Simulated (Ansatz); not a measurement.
## Tc in Ansatz: the effect of strain

The system is Tc.

```xyz
4
Lattice="2.7394 0.0000 0.0000 -1.3697 2.3724 0.0000 0.0000 0.0000 8.4189" Properties=species:S:1:pos:R:3 pbc="T T T"
Tc    1.3697    0.7908    6.3142
Tc    0.0000    0.0000    4.2094
Tc    0.0000    1.5816    2.1047
Tc    0.0000    0.0000    0.0000
```

Alike in all runs:

- Program: Ansatz 0.2.0
- Task: band structure
- Functional: PBE
- Potentials or basis: Ansatz PAW earlier set
- Cutoff: 500 eV (not typed: the program's choice for these potentials)
- k mesh: 9 × 9 × 3
- Occupations: fermi-dirac, width 0.05 eV
- Spin: no spin polarisation
- Kind of strain: uniaxial
- Path: [["G", "M", "K", "G", "A", "L", "H", "A"], ["L", "M"], ["K", "H"]]
- Points for each segment of the path: 14

```tsv
strain	pressure (GPa)
-0.04	18.9
-0.02	?
-0.01	7.5
0	4.3
0.01	1.2
0.02	-1.6
0.04	-6.7
```

Q: What does the run with strain -0.02 give?

A: Pressure 11.1 GPa.

Worked out: A parabola through the other rows of the pressure, of slope -365 GPa per unit of strain there, gives 11.1 GPa, against the run's 11.1.
